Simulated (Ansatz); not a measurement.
A (112) slab of Si2Mo (I4/mmm (No. 139)), 18 planes, outer planes Mo (top) and Si (bottom), with 18 atoms (Si12Mo6) in a surface cell of A = 20.367 Å², as cut from the bulk:

```
CELL_PARAMETERS angstrom
4.51144 0.00000 0.00000
0.00000 4.51462 0.00000
0.00000 0.00000 26.07924
ATOMIC_POSITIONS crystal
Si 0.50000 0.75247 0.28759
Si 0.00000 0.49717 0.31308
Mo 0.50000 0.24965 0.33779
Si 0.00000 0.00212 0.36251
Si 0.50000 0.74682 0.38800
Mo 0.00000 0.49930 0.41272
Si 0.50000 0.25177 0.43743
Si 0.00000 0.99647 0.46293
Mo 0.50000 0.74894 0.48764
Si 0.00000 0.50142 0.51236
Si 0.50000 0.24612 0.53785
Mo 0.00000 0.99859 0.56257
Si 0.50000 0.75107 0.58728
Si 0.00000 0.49577 0.61277
Mo 0.50000 0.24824 0.63749
Si 0.00000 0.00071 0.66221
Si 0.50000 0.74542 0.68770
Mo 0.00000 0.49789 0.71241
```

These are results of Ansatz 0.2.0, DFT PBEsol, scalar-relativistic, plane waves, PAW, not measurements. Plane waves to 420 eV, a k mesh through Γ of 8×8×1 on the computed 18-atom cell and Gaussian smearing (0.10 eV); no spin polarisation. A dipole correction removes the field between periodic images along c.

Against the same 18 atoms in the bulk, the slab as cut lies 7.788 eV higher and the relaxed slab 7.259 eV higher.

(1) Work out the surface energy before and after relaxation.

(2) What is the ideal work of this cut, per area?

Answers

(1) The slab has two faces, so γ = (E_slab − N·E_bulk)/(2A), the mean of both. As cut: 7.788/(2 × 20.367) = 0.1912 eV/Å², and 1 eV/Å² = 16.02 J/m², so γ = 3.06 J/m². Relaxed: 7.259/(2 × 20.367) = 0.1782 eV/Å² = 2.85 J/m². Relaxation recovers 7 % of the cost of cutting.

(2) Griffith's ideal work is 2γ: 6.13 J/m² if the new faces stay rigid, 5.71 J/m² if they relax. Other cuts parallel to this plane can cost less. One thickness was run, 18 planes, so γ can still shift with it.

Cleaving MoSi2 along this plane is costly, and relaxation lowers the surface energy only from 3.06 to 2.85 J/m². The high cost fits the bonding: Mo 4d states hybridise with Si 3p states, and Si–Si bonds add to a stiff, partly covalent network. The atomic planes parallel to the cut are closely spaced, so bonds from several of them cross it, and broken bonds probably account for most of the energy. Small displacements can strengthen the remaining back bonds and redistribute charge, but they cannot replace the lost neighbours, which suggests why the gain is modest.

The Mo-ended and Si-ended faces are complementary, so the slab keeps the bulk composition and the work of separation doesn't depend on the chemical potentials of Mo and Si. The energy of either face alone would depend on them, so the mean doesn't tell which termination is favoured under Mo-rich or Si-rich conditions.
